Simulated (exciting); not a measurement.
Consider AgBr, space group Fm-3m.

```cif
data_structure
_symmetry_space_group_name_H-M 'P 1'
_symmetry_Int_Tables_number 1
_cell_length_a 4.0590
_cell_length_b 4.0590
_cell_length_c 4.0590
_cell_angle_alpha 60.000
_cell_angle_beta 60.000
_cell_angle_gamma 60.000
_cell_volume 47.29
loop_
_atom_site_label
_atom_site_type_symbol
_atom_site_fract_x
_atom_site_fract_y
_atom_site_fract_z
_atom_site_occupancy
Ag1 Ag 0.00000 0.00000 0.00000 1
Br2 Br 0.50000 0.50000 0.50000 1
```

Absorber: atom 1, with 6 Br at 2.87 Å (octahedral, site symmetry m-3m). Method: exciting, all-electron LAPW+lo, PBE, exchange and screened direct term (singlet BSE), 4×4×4 shifted k points, 19 conduction bands, |G+q| up to 3 bohr⁻¹ (2 in the exchange term), full RPA screening with nempty = 41, Lorentzian half width 1.2 eV.

The database entry behind the starting cell differs from later determinations by our own check (about 0.6 % short of the room-temperature cell), so it need not match the best structure at ambient conditions.

Question: What does the Ag L₃ spectrum look like, and is there a bound core exciton?

Bound core exciton? Undecided on this mesh: the first bright state (over 5 % of the brightest) lies at 0.24 eV from the Kohn–Sham onset and at -0.47 eV from the lowest bare transition of its own mesh. Maxima (height): 6.0 eV (0.89) and 14.0 eV (1.00).

Energy from the Kohn–Sham onset, core level to the lowest empty state found on the meshes used; Im ε in relative units:

```
E (eV)  Im ε
  -6.5  0.03
  -6.0  0.03
  -5.5  0.03
  -5.0  0.04
  -4.5  0.04
  -4.0  0.04
  -3.5  0.05
  -3.0  0.05
  -2.5  0.06
  -2.0  0.07
  -1.5  0.09
  -1.0  0.11
  -0.5  0.14
   0.0  0.18
   0.5  0.22
   1.0  0.25
   1.5  0.29
   2.0  0.32
   2.5  0.36
   3.0  0.38
   3.5  0.40
   4.0  0.45
   4.5  0.55
   5.0  0.69
   5.5  0.83
   6.0  0.89
   6.5  0.84
   7.0  0.74
   7.5  0.66
   8.0  0.64
   8.5  0.65
   9.0  0.70
   9.5  0.75
  10.0  0.80
  10.5  0.84
  11.0  0.86
  11.5  0.87
  12.0  0.89
  12.5  0.92
  13.0  0.95
  13.5  0.99
  14.0  1.00
  14.5  0.98
  15.0  0.96
  15.5  0.93
  16.0  0.90
  16.5  0.88
  17.0  0.87
  17.5  0.88
  18.0  0.85
  18.5  0.81
  19.0  0.78
  19.5  0.76
  20.0  0.75
  20.5  0.73
  21.0  0.72
  21.5  0.72
  22.0  0.73
```

A mesh of 64 points doesn't converge binding energies, and fine structure above the first lines is partly noise of the mesh. The kernel cutoff is low for a compact core orbital, so the effect of exchange is a lower bound. The zero comes from the unshifted 4×4×4 ground-state mesh; it is exact only where the band minimum lies on that mesh. The conduction states carry no spin here, so the exchange coupling to the spinor core hole is only partly held. This core level is treated alone, with no coupling to its spin–orbit partner. The structure is a published determination, not relaxed.

[Banner, clock and machine lines of the logs are left out without a mark of their own.]

[Logs are printed without paths, hosts, clocks, repeated set-up lines and the standing remarks that a program may print on its own settings, such as how far it seeks lower states.]

[Hosts, paths, dates, database ids (printed as entryN), source tags and the programs' standing remarks are cut or masked in the printed files.]
